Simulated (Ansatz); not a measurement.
Calculated electric field gradients for GeSe at a changed volume

The cell is a COD entry, relaxed with PBE at fixed cell and then changed (volume scaled by 1.06, ions relaxed).

Space group Pnma (No. 62); a = 11.0322, b = 3.9255, c = 4.4863 Å.

```
site  Wyckoff  site symmetry       x       y       z
  Ge       4c            .m.  0.1244  0.2500  0.1174
  Se       4c            .m.  0.8533  0.2500  0.5018
```

One atom of each set is listed.

Level of theory: DFT, PBE, plane waves and PAW, scalar-relativistic, 420 eV cutoff, Γ-centred 4×11×10 k-points, Fermi–Dirac smearing 0.02 eV (Ansatz 0.2.0).

Conventions: |V_zz| ≥ |V_yy| ≥ |V_xx|, η = (V_xx − V_yy)/V_zz, C_Q = eQV_zz/h. ν_Q = 3|C_Q|/[2I(2I − 1)].

Ge-73: I = 9/2, Q = -196.0 mb. Q values from Pyykkö, Mol. Phys. 116, 1328 (2018).

Q: Give the quadrupolar parameters of the distinct sites.

A: 

| site | atoms | first shell | C_Q (MHz) | η | ν_Q (MHz) |
| --- | --- | --- | --- | --- | --- |
| Ge | 4 | 3 Se at 2.58–2.61 Å | 29.4 | 0.17 | 1.22 |

Se has no stable isotope with a ground-state quadrupole moment in the table, so these sites are left out.

The relaxation (5 steps) took 4.1 min of wall time (4.1 min of CPU time) and 1.4 GiB at its peak, on 1 thread of Intel Xeon 6975P-C (Granite Rapids) (x86_64; 16 cores open to the job, memory cap 3.0 GiB, no GPU), a shared host with a load of 0.8 a core.
